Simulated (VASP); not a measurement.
Input of a VASP 6.6.1 run:

Contents of INCAR:

```
SYSTEM = Ti
ALGO = Normal
AMIX = 0.2
EDIFF = 1E-6
ENCUT = 520
ICORELEVEL = 1
ISIF = 2
ISMEAR = 1
KPAR = 4
LASPH = .True.
LCHARG = .False.
LMIXTAU = .True.
LREAL = .False.
LWAVE = .False.
METAGGA = R2SCAN
NELM = 120
PREC = Accurate
SIGMA = 0.1
```

File KPOINTS:

```
k-points
0
Gamma
  6 6 4
  0 0 0
```

The input POSCAR:

```
Ti
1.0
    5.9000000000      0.0000000000      0.0000000000
   -2.9500000000      5.1095498820      0.0000000000
    0.0000000000      0.0000000000      9.3600000000
Ti
16
Direct
    0.1666666666      0.3333333334      0.1250000000
    0.1666666666      0.3333333334      0.6250000000
    0.1666666666      0.8333333333      0.1250000000
    0.1666666666      0.8333333333      0.6250000000
    0.6666666666      0.3333333334      0.1250000000
    0.6666666666      0.3333333334      0.6250000000
    0.6666666666      0.8333333333      0.1250000000
    0.6666666666      0.8333333333      0.6250000000
    0.3333333334      0.1666666666      0.3750000000
    0.3333333334      0.1666666666      0.8750000000
    0.3333333334      0.6666666666      0.3750000000
    0.3333333334      0.6666666666      0.8750000000
    0.8333333334      0.1666666666      0.3750000000
    0.8333333334      0.1666666666      0.8750000000
    0.8333333333      0.6666666666      0.3750000000
    0.8333333333      0.6666666666      0.8750000000
```

Potentials or basis: VASP PAW PBE potentials, release 64 (Ti_sv).

Launch:

```sh
$ cat potpaw_PBE.64/Ti_sv/POTCAR > POTCAR
$ mpirun -np 4 vasp_std > vasp.out
```

(1) Estimate the band gap on the k mesh.

(2) Predict the pressure.

## Answers

(1) none (metal or under the smearing width).

(2) -1.8 GPa.

Caveat: the PAW data sets were made with another functional, which shifts forces and pressure a little.
